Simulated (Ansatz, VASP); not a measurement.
## One calculation of TaN, two programs

```
Ta N
1.0
     0.00000    2.21132    2.21132
     2.21132    0.00000    2.21132
     2.21132    2.21132    0.00000
Ta N
1 1
Direct
  0.50000 0.50000 0.50000
  0.00000 0.00000 0.00000
```

The cell comes from a database or a generator and needn't be the stable form of this composition.

Alike in both runs: functional r2SCAN; k mesh 10 × 10 × 10; occupations fermi-dirac, width 0.05 eV; no spin polarisation; Hubbard terms Ta d U = 1.0 eV.

```csv
,VASP,Ansatz
version,VASP 6.6.1,Ansatz 0.2.0
potentials or method,"VASP PAW PBE potentials, release 64 (Ta_pv, N)",Ansatz PAW
plane-wave cutoff (eV),520,500
valence electrons in the cell,16,18
task,single point,projected density of states
```

Ansatz gave:

- gap on the k mesh at the Fermi level (eV): none
- pressure (GPa): -5.3

Q: Which values does VASP return?

A: gap on the k mesh at the Fermi level (eV): none; pressure (GPa): -1.5.

The programs project onto different local orbitals, so the same U acts differently. A gap of «none» marks a metal or a gap that the smearing closes. The two sets of potentials don't hold the same shells in valence.

Caveats: U without spin polarisation on a metal has little footing; the PAW data sets were made with another functional, which shifts forces and pressure a little (VASP); the PAW data sets come from PBE, with cores solved anew for the run's functional, which leaves a small shift of forces and pressure (Ansatz); the density of states is complete only up to the lowest level of the last band computed (Ansatz). The runs have no spin-orbit coupling, so splittings on Ta are missing.
